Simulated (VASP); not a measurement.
Ir, 1 atom in the cell. The structure is cubic, space group Fm-3m (No. 225). The conventional cell has a = 3.809 Å, b = 3.809 Å, c = 3.809 Å, α = 90.00°, β = 90.00°, γ = 90.00°. Ir (site symmetry m-3m) has 12 Ir at 2.69 Å as nearest neighbours.  The cell isn't the ideal one: a relaxed cell with its volume scaled by 0.98.

```yaml
Program: VASP 6.6.1
Task: relaxation of the atoms
Functional: PBEsol
Potentials_or_basis: VASP PAW PBE potentials, release 64 (Ir)
Cutoff: 600 eV
k_mesh: 16 × 16 × 16
Occupations: methfessel-paxton, width 0.1 eV
Spin: no spin polarisation
Further_INCAR_settings: ALGO = Fast; EDIFF = 1e-07; IBRION = 2; EDIFFG = -0.01; NSW = 40
```

Potentials or basis: VASP PAW PBE potentials, release 64 (Ir).

Launch:

```bash
$ cat potpaw_PBE.64/Ir/POTCAR > POTCAR
$ mpirun -np 1 vasp_std > vasp.out
```

Hardware: 1 thread of Intel(R) Xeon(R) 6975P-C (Granite Rapids), with other jobs on the host.

How long does it take, and how much memory?

It took 11 s on 1 thread of Intel(R) Xeon(R) 6975P-C (Granite Rapids), with other jobs on the host, peak memory 0.16 GiB. Counts: scf iterations 19, k points 145, ion steps 1.
